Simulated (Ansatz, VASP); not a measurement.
## Two plane-wave programs on Y

File INCAR:

```
SYSTEM = Y
PREC = Accurate
ENCUT = 520
EDIFF = 1E-7
ISMEAR = -1
SIGMA = 0.05
LREAL = .False.
LASPH = .True.
NELM = 60
ALGO = Normal
ISIF = 2
LWAVE = .False.
LCHARG = .False.
GGA = PE
NBANDS = 12
```

The input KPOINTS:

```
Automatic mesh
0
Gamma
  9 9 9
  0 0 0
```

The input POSCAR:

```
Y
1.0
    0.0263310000      2.5604270000      2.5848590000
    2.5594150000      0.0461030000      2.5650870000
    2.5799460000      2.5611870000      0.0255710000
Y
1
Direct
    0.0103390000     -0.0022800000      0.0031370000
```

input.yaml

```yaml
crystal:
  lattice:
    - [0.026331, 2.560427, 2.584859]
    - [2.559415, 0.046103, 2.565087]
    - [2.579946, 2.561187, 0.025571]
  atoms:
    - { symbol: "Y", position: [0.010339, -0.00228, 0.003137] }
hamiltonian:
  xc: pbe
  pseudopotentials: { kind: paw }
kpoints:
  mp_grid: { grid: [9, 9, 9] }
scf:
  occupations: { method: fermi_dirac, width: 0.05 }
output:
  forces: true
  stress: true
  eigenvalues: true
```

Change from the starting cell: cell strained at random at fixed volume.

Alike in both runs: task single point; functional PBE; k mesh 9 × 9 × 9; occupations fermi-dirac, width 0.05 eV; no spin polarisation.

|  | VASP | Ansatz |
| --- | --- | --- |
| version | VASP 6.6.1 | Ansatz 0.2.0 |
| potentials or method | VASP PAW PBE potentials, release 64 (Y_sv) | Ansatz PAW |
| plane-wave cutoff (eV) | 520 | 420 |
| valence electrons in the cell | 11 | 11 |

```csv
,VASP,Ansatz,Ansatz less VASP
gap on the k mesh at the Fermi level (eV),none,none,-
pressure (GPa),-0.9,-0.8,+0.10
largest component of the traceless stress (GPa),0.55,0.55,+0.002
```

A gap of «none» marks a metal or a gap that the smearing closes.
